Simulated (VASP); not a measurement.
# NaCl in VASP 6.6.1, single-point calculation

INCAR

```
EDIFF = 1E-7
LWAVE = .FALSE.
PREC = Accurate
LCHARG = .FALSE.
METAGGA = R2SCAN
ALGO = Normal
ISIF = 2
NBANDS = 14
LASPH = .TRUE.
NELM = 120
ENCUT = 450
ISMEAR = 0
LMAXMIX = 4
NSW = 0
LREAL = .FALSE.
IBRION = -1
SIGMA = 0.01
```

KPOINTS

```
KPOINTS created by Atomic Simulation Environment
0
Gamma
8 8 8
0 0 0
```

POSCAR

```
Na Cl
 1.0000000000000000
     0.0000000000000000    2.7466448488999999    2.7466448488999999
     2.7466448488999999    0.0000000000000000    2.7466448488999999
     2.7466448488999999    2.7466448488999999    0.0000000000000000
 Na  Cl
   1   1
Cartesian
  0.0000000000000000  0.0000000000000000  0.0000000000000000
  2.7466448488999999  2.7466448488999999  2.7466448488999999
```

The recommended PBE PAW datasets give the neutral cell 14 valence electrons.

Command

```
mpirun -np 1 vasp_std
```

OSZICAR

```
N       E                     dE             d eps       ncg     rms          rms(c)
DAV:   1     0.909589285492E+02    0.90959E+02   -0.67117E+03   818   0.941E+02
DAV:   2    -0.842044549408E+01   -0.99379E+02   -0.92306E+02   896   0.270E+02
DAV:   3    -0.158004898246E+02   -0.73800E+01   -0.73341E+01  1064   0.700E+01
DAV:   4    -0.159212125090E+02   -0.12072E+00   -0.12067E+00   956   0.959E+00
DAV:   5    -0.159237566836E+02   -0.25442E-02   -0.25440E-02  1062   0.140E+00    0.230E+00
DAV:   6    -0.137886938516E+02    0.21351E+01   -0.53236E-01   842   0.723E+00    0.237E+00
DAV:   7    -0.137716212242E+02    0.17073E-01   -0.14683E-01  1028   0.280E+00    0.126E+00
DAV:   8    -0.137761776947E+02   -0.45565E-02   -0.59999E-03   950   0.560E-01    0.492E-01
DAV:   9    -0.137777992399E+02   -0.16215E-02   -0.36575E-03   878   0.559E-01    0.123E-01
DAV:  10    -0.137778139961E+02   -0.14756E-04   -0.70254E-05  1106   0.703E-02    0.542E-02
DAV:  11    -0.137778381509E+02   -0.24155E-04   -0.48679E-05   914   0.611E-02    0.746E-02
DAV:  12    -0.137778407751E+02   -0.26242E-05   -0.55376E-06  1034   0.163E-02    0.694E-03
DAV:  13    -0.137778425189E+02   -0.17439E-05   -0.21595E-07   974   0.395E-03    0.664E-03
DAV:  14    -0.137778462975E+02   -0.37785E-05   -0.20476E-07   956   0.432E-03    0.133E-03
DAV:  15    -0.137778460384E+02    0.25907E-06   -0.49425E-09   574   0.634E-04    0.117E-03
DAV:  16    -0.137778453095E+02    0.72894E-06   -0.28355E-09   586   0.497E-04    0.161E-04
DAV:  17    -0.137778451795E+02    0.12994E-06   -0.45646E-10   538   0.217E-04    0.710E-05
DAV:  18    -0.137778452050E+02   -0.25524E-07   -0.45938E-11   526   0.816E-05
   1 F= -.13777845E+02 E0= -.13777845E+02  d E =-.542468-133
```

From OUTCAR

```
k-points           NKPTS =     29   k-points in BZ     NKDIM =     29   number of bands    NBANDS=     14

   NELECT =      14.0000    total number of electrons

   dimension x,y,z NGX =    28 NGY =   28 NGZ =   28
   dimension x,y,z NGXF=    56 NGYF=   56 NGZF=   56

  energy-cutoff  :      450.00
  volume of cell :       41.44
      direct lattice vectors                 reciprocal lattice vectors
     0.000000000  2.746644849  2.746644849    -0.182040281  0.182040281  0.182040281
     2.746644849  0.000000000  2.746644849     0.182040281 -0.182040281  0.182040281
     2.746644849  2.746644849  0.000000000     0.182040281  0.182040281 -0.182040281

 k-points in reciprocal lattice and weights: KPOINTS created by Atomic Simulation Env
   0.00000000  0.00000000  0.00000000       0.002
   0.12500000  0.00000000  0.00000000       0.016
   0.25000000  0.00000000  0.00000000       0.016
   0.37500000  0.00000000  0.00000000       0.016
   0.50000000  0.00000000  0.00000000       0.008
   0.12500000  0.12500000  0.00000000       0.012
   0.25000000  0.12500000  0.00000000       0.047
   0.37500000  0.12500000  0.00000000       0.047
   ...

 E-fermi :  -0.5102

 k-point     1 :       0.0000    0.0000    0.0000
  band No.  band energies     occupation
      1     -22.0690      2.00000
      2     -22.0687      2.00000
      3     -22.0687      2.00000
      4     -14.1013      2.00000
      5      -0.6824      2.00000
      6      -0.6824      2.00000
      7      -0.6824      2.00000
      8       5.5843      0.00000
      9      11.1429      0.00000
     10      11.1430      0.00000
     11      11.1430      0.00000
     12      13.4963      0.00000
     13      13.4963      0.00000
     14      15.2654      0.00000

 k-point     2 :       0.1250    0.0000    0.0000
  band No.  band energies     occupation
      1     -22.0750      2.00000
      2     -22.0694      2.00000
      3     -22.0692      2.00000
      4     -14.0416      2.00000
      5      -1.0872      2.00000
      6      -0.7335      2.00000
      7      -0.7335      2.00000
      8       6.1049      0.00000
      9      10.6179      0.00000
     10      11.3732      0.00000
     11      11.3732      0.00000
     12      13.3047      0.00000
     13      13.3047      0.00000
     14      16.3481      0.00000

 k-point     3 :       0.2500    0.0000    0.0000
  band No.  band energies     occupation
      1     -22.0896      2.00000
      2     -22.0703      2.00000
      3     -22.0700      2.00000
      4     -13.8930      2.00000
      5      -1.9057      2.00000
      6      -0.8521      2.00000
      7      -0.8521      2.00000
      8       7.0478      0.00000
      9      10.2345      0.00000
     10      11.5922      0.00000
     11      11.5923      0.00000
     12      13.5682      0.00000
     13      13.5682      0.00000
     14      16.6850      0.00000

 k-point     4 :       0.3750    0.0000    0.0000
  band No.  band energies     occupation
      1     -22.1042      2.00000
      2     -22.0711      2.00000
      3     -22.0708      2.00000
      4     -13.7371      2.00000
      5      -2.5962      2.00000
      6      -0.9652      2.00000
      7      -0.9652      2.00000
      8       7.4067      0.00000
      9      10.9485      0.00000
     10      11.3901      0.00000
     11      11.3903      0.00000
     12      15.0223      0.00000
     13      15.0223      0.00000
     14      16.0772      0.00000

 ...

  Total        0.4408920      0.4408920      0.4408920      0.0000000      0.0000000     -0.0000000
  in kB       17.0453239     17.0453239     17.0453239      0.0000000      0.0000000     -0.0000000
  external PRESSURE =      17.0453239 kB  Pullay stress =       0.0000000 kB

 POSITION                                       TOTAL-FORCE (eV/Angst)
 -----------------------------------------------------------------------------------
      0.00000      0.00000      0.00000         0.000000     -0.000000      0.000000
      2.74664      2.74664      2.74664        -0.000000      0.000000     -0.000000
 -----------------------------------------------------------------------------------
    total drift:                                0.000000      0.000000      0.000000

  FREE ENERGIE OF THE ION-ELECTRON SYSTEM (eV)
  ---------------------------------------------------
  free  energy   TOTEN  =       -13.7778452050 eV

  energy  without entropy=      -13.7778452050  energy(sigma->0) =      -13.77784521
```

It converged. Results: gap between bands v and c on the k mesh 6.27 eV; least direct gap on the k mesh 6.27 eV; pressure 1.7 GPa. Band v is the last that the valence electrons fill when counted band by band, and c is the next.

For comparison, a separate r²SCAN run of the intended cell, on usual settings and not on those above, gives a gap of 6.27 eV on its mesh and a pressure of 1.7 GPa.

The run above took about 48 s on one core of a shared host (Intel Xeon Platinum 8488C) and held 0.16 GiB at most.
